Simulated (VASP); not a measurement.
Here is a VASP 6.6.1 calculation.

INCAR

```
SYSTEM = PbS
PREC = Accurate
ENCUT = 520
EDIFF = 1E-6
ISMEAR = 0
SIGMA = 0.02
LREAL = .False.
LASPH = .True.
NELM = 80
ALGO = Normal
ISIF = 2
LWAVE = .False.
LCHARG = .False.
MAGMOM = 0 0 0 0 0 0
LORBIT = 11
LSORBIT = .True.
GGA_COMPAT = .False.
METAGGA = R2SCAN
LMIXTAU = .True.
KPAR = 2
```

Contents of KPOINTS:

```
Automatic mesh
0
Gamma
  6 6 6
  0 0 0
```

POSCAR

```
PbS
1.0
    0.0000000000      2.9657500000      2.9657500000
    2.9657500000      0.0000000000      2.9657500000
    2.9657500000      2.9657500000      0.0000000000
Pb S
1 1
Direct
    0.0000000000      0.0000000000      0.0000000000
    0.5000000000      0.5000000000      0.5000000000
```

KPOINTS_OPT

```
path GXWKGLUWLK,UX
15
line-mode
reciprocal
 0.0000000000  0.0000000000  0.0000000000  G
 0.5000000000  0.0000000000  0.5000000000  X

 0.5000000000  0.0000000000  0.5000000000  X
 0.5000000000  0.2500000000  0.7500000000  W

 0.5000000000  0.2500000000  0.7500000000  W
 0.3750000000  0.3750000000  0.7500000000  K

 0.3750000000  0.3750000000  0.7500000000  K
 0.0000000000  0.0000000000  0.0000000000  G

 0.0000000000  0.0000000000  0.0000000000  G
 0.5000000000  0.5000000000  0.5000000000  L

 0.5000000000  0.5000000000  0.5000000000  L
 0.6250000000  0.2500000000  0.6250000000  U

 0.6250000000  0.2500000000  0.6250000000  U
 0.5000000000  0.2500000000  0.7500000000  W

 0.5000000000  0.2500000000  0.7500000000  W
 0.5000000000  0.5000000000  0.5000000000  L

 0.5000000000  0.5000000000  0.5000000000  L
 0.3750000000  0.3750000000  0.7500000000  K

 0.6250000000  0.2500000000  0.6250000000  U
 0.5000000000  0.0000000000  0.5000000000  X
```

Potentials or basis: VASP PAW PBE potentials, release 64 (Pb_d, S).

Launch:

```console
$ cat potpaw_PBE.64/Pb_d/POTCAR potpaw_PBE.64/S/POTCAR > POTCAR
$ mpirun -np 2 vasp_ncl > vasp.out
```

Task: What does it give for the pressure?

Result: 1.0 GPa.

Caveat: the PAW data sets were made with another functional, which shifts forces and pressure a little.
